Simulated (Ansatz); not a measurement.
Write a Python script for Ansatz 0.2.0 through its Python package that makes a phonon calculation by linear response of CdO, space group Fm-3m. Use: PBE, PAW, cutoff 420 eV, 8×8×8 k-points, Fermi-Dirac smearing of 0.1 eV.

The script reads `cdo.xyz`:
```text
2
Lattice="0.0 2.3495 2.3495 2.3495 0.0 2.3495 2.3495 2.3495 0.0" Properties=species:S:1:pos:R:3 pbc="T T T"
Cd    0.00000000    0.00000000    0.00000000
O     2.34950000    2.34950000    2.34950000
```

Script `run_dfpt.py`:
```python
from pathlib import Path

import ansatz as az
import numpy as np

cdo = az.Crystal.from_extxyz("cdo.xyz")

base = (
    cdo.calculation()
    .functional("pbe")
    .basis(420)
    .occupations("fermi_dirac", width=0.1)
    .kpoints(8, 8, 8)
    .phonons("dfpt", points=[(0, 0, 0), (0.5, 0.5, 0.5), (0.5, 0, 0.5)])
)
result = base.run(runs_dir="runs")
ph = result.phonons

for q in ph.qpoints:
    print("q =", np.round(q.q_frac, 3), "1/cm:", " ".join(f"{w:.1f}" for w in q.omega_inv_cm))
```

Running `python run_dfpt.py` prints:
```text
q = [0. 0. 0.] 1/cm: -0.0 -0.0 -0.0 263.0 263.0 263.0
q = [0.5 0.5 0.5] 1/cm: 108.8 108.8 205.8 214.7 214.7 439.6
q = [0.5 0.  0.5] 1/cm: 92.9 92.9 148.8 322.7 322.7 389.7
```

The cell isn't relaxed first, so the values belong to this volume. The mesh is modest for a metal, so energies can be off by several to tens of meV an atom and pressures by half a GPa or more; differences at equal mesh fare better. No non-analytic term is added, so at the zone centre the longitudinal optical modes of a polar crystal aren't split off. The starting cell is as deposited in a crystallographic database; the results hold for this polymorph, which needn't be the stable one. The structure is taken as given; imaginary modes can come from an unrelaxed or unstable start. Timing: 65 s on 1 thread of Arm Neoverse N1, on a shared host, peak memory 0.59 GiB.
